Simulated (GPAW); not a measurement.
# Does Mg15VO16 (MgO32 V1) carry moments in GPAW?, part 2 of 2

Wanted: the moments of Mg15VO16 (MgO32 V1) and the energy gained by spin polarisation.

GPAW 26.7.0; PBE; plane waves with GPAW's PAW setups, scalar-relativistic.

So far. Step 2 (Run 1 (ferro +)): After 25 cycles the largest moment stands at 2.44 μB.

## Step 3: Order 2, typed as no spin polarisation

A run without seeds gives the energy of the state without moments.

nospin.py

```python
import json
import numpy as np
from ase import Atoms
from ase.parallel import paropen, parprint
from gpaw import GPAW

atoms = Atoms(['V', 'O', 'Mg', 'O', 'Mg', 'O', 'Mg', 'O', 'Mg', 'O', 'Mg', 'O', 'Mg', 'O', 'Mg', 'O', 'Mg', 'O', 'Mg', 'O', 'Mg', 'O', 'Mg', 'O', 'Mg', 'O', 'Mg', 'O', 'Mg', 'O', 'Mg', 'O'],
    cell=[[8.424, 0.0, 0.0],
         [0.0, 8.424, 0.0],
         [0.0, 0.0, 4.212]],
    scaled_positions=[[0.0, 0.0, 0.0],
         [0.25, 0.0, 0.0],
         [0.0, 0.25, 0.5],
         [0.25, 0.25, 0.5],
         [0.25, 0.0, 0.5],
         [0.0, 0.0, 0.5],
         [0.25, 0.25, 0.0],
         [0.0, 0.25, 0.0],
         [0.0, 0.5, 0.0],
         [0.25, 0.5, 0.0],
         [0.0, 0.75, 0.5],
         [0.25, 0.75, 0.5],
         [0.25, 0.5, 0.5],
         [0.0, 0.5, 0.5],
         [0.25, 0.75, 0.0],
         [0.0, 0.75, 0.0],
         [0.5, 0.0, 0.0],
         [0.75, 0.0, 0.0],
         [0.5, 0.25, 0.5],
         [0.75, 0.25, 0.5],
         [0.75, 0.0, 0.5],
         [0.5, 0.0, 0.5],
         [0.75, 0.25, 0.0],
         [0.5, 0.25, 0.0],
         [0.5, 0.5, 0.0],
         [0.75, 0.5, 0.0],
         [0.5, 0.75, 0.5],
         [0.75, 0.75, 0.5],
         [0.75, 0.5, 0.5],
         [0.5, 0.5, 0.5],
         [0.75, 0.75, 0.0],
         [0.5, 0.75, 0.0]],
    pbc=True)
atoms.calc = GPAW(mode={'name': 'pw', 'ecut': 600},
    xc='PBE',
    kpts={'size': (3, 3, 6), 'gamma': True},
    occupations={'name': 'fermi-dirac', 'width': 0.05},
    convergence={'density': 1e-05, 'energy': 1e-05},
    maxiter=200,
    mixer={'name': 'pulay', 'beta': 0.05, 'nmaxold': 6, 'weight': 50},
    symmetry={'tolerance': 1e-4},
    txt='nospin.txt')
e = atoms.get_potential_energy(force_consistent=True)
res = {'free_energy': e, 'energy_sigma0': atoms.get_potential_energy(), 'fermi_energy': atoms.calc.get_fermi_level()}
parprint(f'free energy: {e:.6f} eV')
atoms.calc.write('nospin.gpw')
with paropen('results.json', 'w') as f:
    json.dump(res, f)
```

On the command line:

```sh
OMP_NUM_THREADS=1 mpirun -n 4 gpaw python nospin.py > nospin.log
```

Numbers of over 12 decimals in the logs are rounded to 6 here.

Log:

```text
free energy: -197.025742 eV

--- nospin.txt ---
Input parameters:
  mode=PW(ecut=600),
  convergence={'density': 1e-05, 'energy': 1e-05},
  kpts=MonkhorstPack(size=(3, 3, 6), gamma=True),
  maxiter=200,
  mixer=Pulay(name='pulay', nmaxold=6, beta=0.05, weight=50, sigma=0.015, g_ss=None),
  occupations=Occupations(name='fermi-dirac', width=0.05),
  symmetry=Symmetry(tolerance=0.0001),
  xc=XC(name='PBE')

Diagonalizing LCAO Hamiltonian
Converting LCAO to pw mode
      .--------------------.
     /|                    |
    / |                    |
   /  |                    |
  /  Mg   O    Mg   O      |
 *  O .--Mg---O----Mg------.
 |Mg O O  Mg MgO  O Mg    /
 O  MgMg O O  Mg MgO     /
 | /                    /
 |/    Mg    O    Mg   /
 V----O----Mg----O----*

Atoms  # Å, Bohr magnetons
|    | symbol |        x |        y |        z |    initial magnetic moments |
|----|--------|----------|----------|----------|-----------------------------|
|  0 |      V | 0.000000 | 0.000000 | 0.000000 | ( 0.0000,  0.0000,  0.0000) |
|  1 |      O | 2.106000 | 0.000000 | 0.000000 | ( 0.0000,  0.0000,  0.0000) |
|  2 |     Mg | 0.000000 | 2.106000 | 2.106000 | ( 0.0000,  0.0000,  0.0000) |
|  3 |      O | 2.106000 | 2.106000 | 2.106000 | ( 0.0000,  0.0000,  0.0000) |
|  4 |     Mg | 2.106000 | 0.000000 | 2.106000 | ( 0.0000,  0.0000,  0.0000) |
|  5 |      O | 0.000000 | 0.000000 | 2.106000 | ( 0.0000,  0.0000,  0.0000) |
|  6 |     Mg | 2.106000 | 2.106000 | 0.000000 | ( 0.0000,  0.0000,  0.0000) |
|  7 |      O | 0.000000 | 2.106000 | 0.000000 | ( 0.0000,  0.0000,  0.0000) |
|  8 |     Mg | 0.000000 | 4.212000 | 0.000000 | ( 0.0000,  0.0000,  0.0000) |
|  9 |      O | 2.106000 | 4.212000 | 0.000000 | ( 0.0000,  0.0000,  0.0000) |
| 10 |     Mg | 0.000000 | 6.318000 | 2.106000 | ( 0.0000,  0.0000,  0.0000) |
| 11 |      O | 2.106000 | 6.318000 | 2.106000 | ( 0.0000,  0.0000,  0.0000) |
| 12 |     Mg | 2.106000 | 4.212000 | 2.106000 | ( 0.0000,  0.0000,  0.0000) |
| 13 |      O | 0.000000 | 4.212000 | 2.106000 | ( 0.0000,  0.0000,  0.0000) |
| 14 |     Mg | 2.106000 | 6.318000 | 0.000000 | ( 0.0000,  0.0000,  0.0000) |
| 15 |      O | 0.000000 | 6.318000 | 0.000000 | ( 0.0000,  0.0000,  0.0000) |
| 16 |     Mg | 4.212000 | 0.000000 | 0.000000 | ( 0.0000,  0.0000,  0.0000) |
| 17 |      O | 6.318000 | 0.000000 | 0.000000 | ( 0.0000,  0.0000,  0.0000) |
| 18 |     Mg | 4.212000 | 2.106000 | 2.106000 | ( 0.0000,  0.0000,  0.0000) |
| 19 |      O | 6.318000 | 2.106000 | 2.106000 | ( 0.0000,  0.0000,  0.0000) |
| 20 |     Mg | 6.318000 | 0.000000 | 2.106000 | ( 0.0000,  0.0000,  0.0000) |
| 21 |      O | 4.212000 | 0.000000 | 2.106000 | ( 0.0000,  0.0000,  0.0000) |
| 22 |     Mg | 6.318000 | 2.106000 | 0.000000 | ( 0.0000,  0.0000,  0.0000) |
| 23 |      O | 4.212000 | 2.106000 | 0.000000 | ( 0.0000,  0.0000,  0.0000) |
| 24 |     Mg | 4.212000 | 4.212000 | 0.000000 | ( 0.0000,  0.0000,  0.0000) |
| 25 |      O | 6.318000 | 4.212000 | 0.000000 | ( 0.0000,  0.0000,  0.0000) |
| 26 |     Mg | 4.212000 | 6.318000 | 2.106000 | ( 0.0000,  0.0000,  0.0000) |
| 27 |      O | 6.318000 | 6.318000 | 2.106000 | ( 0.0000,  0.0000,  0.0000) |
| 28 |     Mg | 6.318000 | 4.212000 | 2.106000 | ( 0.0000,  0.0000,  0.0000) |
| 29 |      O | 4.212000 | 4.212000 | 2.106000 | ( 0.0000,  0.0000,  0.0000) |
| 30 |     Mg | 6.318000 | 6.318000 | 0.000000 | ( 0.0000,  0.0000,  0.0000) |
| 31 |      O | 4.212000 | 6.318000 | 0.000000 | ( 0.0000,  0.0000,  0.0000) |

Unit cell  # Å
| periodic |        x |        y |        z |  lengths |    angles |
|----------|----------|----------|----------|----------|-----------|
|      yes | 8.424000 | 0.000000 | 0.000000 | 8.424000 | 90.000000 |
|      yes | 0.000000 | 8.424000 | 0.000000 | 8.424000 | 90.000000 |
|      yes | 0.000000 | 0.000000 | 4.212000 | 4.212000 | 90.000000 |

Number of symmetries: 16

BZ-sampling:
  Number of BZ points: 54
  Number of IBZ points: 12

  Monkhorst-Pack size: [3, 3, 6]
  Monkhorst-Pack shift: [0.0, 0.0, 0.083333]

Plane wave coefficients: 10005
Cutoff: 600.0 eV

Spin-components: 1 (collinear spins)
Bands:           160
Projectors:      161
Spin-degeneracy: 2
Datatype:        complex128

Parallelization:
  kpt:    4
  domain: 1
  band:   1

Density:
  Valence electrons: 259.0
  Components: 1
  Grid points: [48 48 24]
  Charge: 0.0  # |e|

Potential:
  Grid points: [48 48 24]

[... setups left out ...]
Reference energy: -140218.805710  # eV

eigensolver:
  PPCG
  Converge bands: occupied
  niter=2

density mixing:
  Pulay-Mixer
  Linear mixing parameters: 0.05
  Old densities: 6
  Fourier metric: weight=50, sigma=0.015

occupation numbers:
  Fermi-Dirac:
    width: 0.0500  # eV

poisson solver:
  ecut: 4800.0  # eV

xc functional:
  name: PBE with 2 nearest neighbor stencil

convergence criteria:
- Maximum integral of absolute [dens]ity change: 1e-05 electrons / valence electron
- Maximum [total energy] change in last 3 cyles: 1e-05 eV / valence electron
- Maximum integral of absolute [eigenst]ate change: 4e-08 eV^2 / valence electron
maximum number of iterations: 200

SCF iterations
|iter     |      energy | eigst |  dens |
|---------|-------------|-------|-------|
|iter:   1|       0s | -216.220755 | +0.84 |       |
|iter:   2|      16s | -211.139976 | -0.35 | -0.99 |
|iter:   3|      32s | -197.195844 | +0.36 | -1.05 |
|iter:   4|      46s | -197.663557 | -0.12 | -1.42 |
|iter:   5|      61s | -197.043644 | -0.98 | -1.51 |
|iter:   6|      75s | -197.044604 | -1.91 | -1.78 |
|iter:   7|      89s | -197.096066 | -1.53 | -1.78 |
|iter:   8|     104s | -196.996271 | -2.08 | -2.07 |
|iter:   9|     118s | -196.990007 | -2.65 | -2.60 |
|iter:  10|     133s | -196.995083 | -2.69 | -2.83 |
|iter:  11|     147s | -196.988180 | -3.11 | -2.73 |
|iter:  12|     161s | -196.987799 | -3.85 | -3.09 |
|iter:  13|     176s | -196.987493c| -4.58 | -3.26 |
|iter:  14|     190s | -196.987353c| -4.16 | -3.38 |
|iter:  15|     205s | -196.987336c| -5.47 | -3.73 |
|iter:  16|     219s | -196.987382c| -5.26 | -3.73 |
|iter:  17|     234s | -196.987360c| -6.19 | -4.08 |
|iter:  18|     248s | -196.987360c| -6.59 | -4.02 |
|iter:  19|     262s | -196.987377c| -5.93 | -4.03 |
|iter:  20|     277s | -196.987375c| -6.99 | -4.53 |
|iter:  21|     284s | -196.987374c| -7.43c| -4.54 |
|iter:  22|     298s | -196.987369c| -6.82 | -4.58 |
|iter:  23|     305s | -196.987368c| -7.46c| -4.97 |
|iter:  24|     313s | -196.987368c| -7.80c| -4.98 |
|iter:  25|     320s | -196.987369c| -7.70c| -5.06c|

Converged in 25 steps
Energy contributions relative to reference atoms: (reference = -140218.805710)

Energy contributions:
  Kinetic:         187.024530
  Coulomb:        -155.409754
  Zero:              1.875645
  External:          0.000000
  Xc:             -230.439417
  Entropy:          -0.076746
  Spinorbit:         0.000000
  ----------------------------
  Free energy:    -197.025742
  Extrapolated:   -196.987369

dipole moment: (-150.649776, -150.649776, -146.709586)  # |e|*Ang

Fermi level: 9.778
Eigenvalues  # (at kpt = [0.000, 0.000, 0.000])
| band index |      eig [eV] | occ [0-2] |
|------------|---------------|-----------|
|          0 |       -67.411 |     2.000 |
|        ... |               |           |
|        123 |         4.372 |     2.000 |
|        124 |         4.372 |     2.000 |
|        125 |         4.989 |     2.000 |
|        126 |         4.989 |     2.000 |
|        127 |         4.991 |     2.000 |
|        128 |         9.306 |     2.000 |
|        129 |         9.306 |     2.000 |
|        130 |         9.727 |     1.469 |
|        131 |         9.830 |     0.527 |
|        132 |        10.896 |     0.000 |
|        133 |        11.505 |     0.000 |
|        134 |        13.117 |     0.000 |
|        135 |        13.117 |     0.000 |
|        136 |        13.318 |     0.000 |
|        137 |        13.536 |     0.000 |
|        138 |        14.469 |     0.000 |
|        ... |               |           |
|        159 |        18.134 |     0.000 |

No gap
No difference between direct/indirect transitions
```

Wall time 5.8 min (4 MPI ranks of Arm Neoverse V1, shared host); peak memory 2.1 GiB; 23 min of CPU time.

Numbers from this step:

* final state: non-magnetic (no spin polarisation)

It lies 1241 meV a seeded atom over the first start.

## Step 4: The states side by side

These are free energies at a smearing of 0.05 eV, so its entropy term is in the differences. They are divided by the number of seeded atoms, so that cells of unlike size compare.

Orders:

| start | final state | typed order kept | energy over the lowest (meV a seeded atom) | largest site moment (μB) | net moment (μB a primitive cell) | mesh matched | CPU time (s) |
| --- | --- | --- | --- | --- | --- | --- | --- |
| ferro + | ferromagnetic | yes | 0 | 2.439 | 2.999 | yes | 2820 |
| no spin polarisation | non-magnetic | - | 1241 | 0 | 0 | yes | 1395 |

## Step 5: Results

```json
{
 "lower run": "with moments",
 "largest site moment": "2.44 μB",
 "energy gained by spin polarisation": "1241 meV a seeded atom"
}
```

**Reading.** The crystal holds moments, up to 2.44 μB, and gains 1241 meV a seeded atom by them. No antiferromagnetic order was tried, so the session says nothing on how the moments order.

[Logs and program files are shortened in this print: banners, set-up blocks, solver, clock and traceback lines can be left out without a mark of their own.]

[Logs are printed without paths, hosts, clocks, repeated set-up lines and the standing remarks that a program may print on its own settings, such as how far it seeks lower states.]

[Hosts, paths, dates, database ids (printed as entryN), source tags and the programs' standing remarks are cut or masked in the printed files.]

[Where a cell is said to come from a database of computed structures, the database is the Materials Project.]
